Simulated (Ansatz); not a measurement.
# Ti$_{3}$Al$_{5}$: zone-centre modes

Theory: DFT r2SCAN, scalar-relativistic, plane waves, PAW in Ansatz 0.2.0. Cutoff 500 eV, Γ-centred 10×10×6 k-points, Gaussian smearing of 0.15 eV. No spin polarisation.

Reference structure (relaxed at this level; it needn't be the usual structure):

```
Ti Al
1.0
     3.89829    0.00000    0.00000
     0.00000    3.89829    0.00000
     0.00000    0.00000    8.32493
Ti Al
3 5
Direct
  0.00000 0.00000 0.50000
  0.50000 0.50000 0.00000
  0.50000 0.50000 0.50000
  0.00000 0.50000 0.25133
  0.00000 0.50000 0.74867
  0.50000 0.00000 0.25133
  0.50000 0.00000 0.74867
  0.00000 0.00000 0.00000
```

Harmonic modes by finite displacements of 0.02 Å, without the LO–TO term.

At this geometry, is the structure stable against these modes?

Yes: no mode is imaginary beyond 10 cm⁻¹, and only the three translations lie near zero.

List the wavenumbers in cm⁻¹.

0, 0, 0, 130, 182, 182, 202, 202, 228, 259, 259, 286, 288, 293, 298, 310, 310, 321, 321, 328, 330, 330, 346, 346.

Cost: 1 run of about 7.3 core-minutes, on Intel Xeon 6975P-C (Granite Rapids) (shared hosts).